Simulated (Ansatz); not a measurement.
Basis-set extrapolation for C₆H₈, SMILES `C1=CCCC=C1` (PBE0-D4/def2-TZVP geometry, frozen core, Ansatz). Multiplicity 1, RHF reference.

```json
{"": "HF", "def2-TZVPP": "-231.916873", "def2-QZVPP": "-231.927054"}
{"": "MP2 correlation", "def2-TZVPP": "-0.974018", "def2-QZVPP": "-1.035255"}
{"": "CCSD(T) correlation", "def2-TZVPP": "-1.066038", "def2-QZVPP": "not run"}
```

Energies in hartree. Use E(X) = E(∞) + A·exp(−7.88·√X) for Hartree–Fock and E(X) = E(∞) + B·X^(−2.97) for correlation, with X = 3 and 4, and add CCSD(T) minus MP2 of the smaller set to the MP2 limit.

Question: What is the CCSD(T) energy at the basis-set limit?

Answer: HF limit: -231.927054 + (-0.010181) × 0.13774 = -231.92846. MP2 limit: -1.035255 + (-0.061237) × 0.74074 = -1.08062. Higher-order term: -1.066038 − (-0.974018) = -0.09202. Total: -233.10110 hartree, 310.3 kJ/mol below CCSD(T)/def2-TZVPP.
